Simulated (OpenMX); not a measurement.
Runs of OpenMX 3.8.5 on Mg. It takes space group P6_3/mmc (No. 194, hexagonal). Conventional cell: a = 3.177 Å, b = 3.177 Å, c = 10.319 Å, α = 90.00°, β = 90.00°, γ = 120.00°. Mg (site symmetry -6m2) has 12 Mg at 3.17 to 3.18 Å as nearest neighbours. Around Mg (site symmetry -3m) lie 12 Mg at 3.17 to 3.18 Å. 

```csv
task,level,potentials or basis,"grid points, held for all volumes",max SCF cycles,pressure (GPa),V0 of scaled cells (Å³/atom),B0 (GPa),largest force (eV/Å)
equation of state,PBE,"OpenMX 2013 PBE set, Mg7.0-s3p2, fixed grid of 36 × 36 × 140 points",36 × 36 × 140,-,-,23.07,37,-
equation of state,PBE,"OpenMX 2013 PBE set, Mg7.0-s3p2d1, fixed grid of 36 × 36 × 140 points",36 × 36 × 140,-,-,(a),(b),-
band structure,PBE,"OpenMX 2013 PBE set, Mg7.0-s3p2, grid cutoff 500 Ry",-,100,0.9,-,-,0.01
band structure,PBE,"OpenMX 2013 PBE set, Mg7.0-s3p2d1, grid cutoff 500 Ry",-,100,0.9,-,-,0.01
equation of state,LDA,"OpenMX 2013 LDA set, Mg7.0-s3p2d1, fixed grid of 36 × 36 × 140 points",36 × 36 × 140,-,-,21.81,(c),-
band structure,PBE,"OpenMX 2013 PBE set, Mg7.0-s3p2d2, grid cutoff 500 Ry",-,100,0.7,-,-,0.01
band structure,LDA,"OpenMX 2013 LDA set, Mg7.0-s3p2d1, grid cutoff 500 Ry",-,100,-1.6,-,-,0.01
```

Alike in all rows: no spin polarisation; cell as given; k mesh 11 × 11 × 3; smearing fermi-dirac 0.05 eV.

Question: Fill in the values left out.

Answer: (a) 23.01; (b) 43; (c) 48.

Caveats: the basis of atomic orbitals isn't converged, which shifts pressures, moduli and gaps; volumes in these bases differ from converged ones by about 1 %, for some elements by several (some runs); the cell was scaled at fixed shape and fractional positions, which overstates the stiffness of a crystal with free parameters, most of all of layers and chains (some runs).

Not every run made on this cell is shown here.
